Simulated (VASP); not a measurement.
Write the native input for VASP 6.6.1 that does the following.

```yaml
Task: single point
Functional: PBE
Dispersion: D3(BJ)
Potentials_or_basis: VASP PAW PBE potentials, release 64 (O, H, Cl)
Cutoff: 520 eV
k_mesh: 1 × 1 × 1
Occupations: fermi-dirac, width 0.02 eV
Spin: no spin polarisation
Dipole_correction: no
Further_INCAR_settings: ALGO = Fast; EDIFF = 1e-07; NBANDS = 33
```

The structure of H9ClO4 lies in POSCAR:

```
H9ClO4
1.0
    5.5504990000      0.0000000000      0.0000000000
    0.0000000000      5.5504990000      0.0000000000
    0.0000000000      0.0000000000      5.5504990000
O H Cl
4 9 1
Direct
   -0.0647689514      0.1443473821      0.6294749355
    0.5850645140      0.9231602420     -0.0453292578
    0.2995946851      0.4282497844      0.7044051355
    0.6326998708      0.4608054159      0.3525628957
    0.0042698864      0.2878660099      0.6447168083
    0.0056030998      0.0668408372      0.4775966990
    0.6562833360      0.8485723536     -0.1831186710
    0.5726692321      1.0859383994     -0.1577695987
    0.2369696851      0.5628683115      0.7863797471
    0.4033150893      0.4527160531      0.5633187214
    0.5069273952      0.5216467925      0.2408432107
    0.7241150751      0.3610306028      0.2474372124
    0.3152689515      0.8938295458      0.1021169448
    0.1380776755      0.7347447500      0.1720926353
```

The cell was built by a generator and needn't be a form met in nature.

These files were run (other wordings do the same):

INCAR

```
SYSTEM = H9ClO4
PREC = Accurate
ENCUT = 520
EDIFF = 1E-7
ISMEAR = -1
SIGMA = 0.02
LREAL = .False.
LASPH = .True.
NELM = 100
ALGO = Fast
ISIF = 2
LWAVE = .False.
LCHARG = .True.
GGA = PE
IVDW = 12
LELF = .True.
LVHAR = .True.
NBANDS = 33
```

KPOINTS

```
Automatic mesh
0
Gamma
  1 1 1
  0 0 0
```

Potentials or basis: VASP PAW PBE potentials, release 64 (O, H, Cl).

The run is started by

```bash
$ cat potpaw_PBE.64/O/POTCAR potpaw_PBE.64/H/POTCAR potpaw_PBE.64/Cl/POTCAR > POTCAR
$ mpirun -np 1 vasp_gam > vasp.out
```

Results of the run:

```
Pressure                   : 1.1 GPa
Largest force              : 7.620 eV/Å
Band gap on the k mesh     : 4.24 eV, direct
Dispersion energy per atom : -0.037 eV
```

It took 15 s on 1 thread of Intel(R) Xeon(R) Platinum 8488C (Sapphire Rapids), on a shared host, peak memory 0.25 GiB.
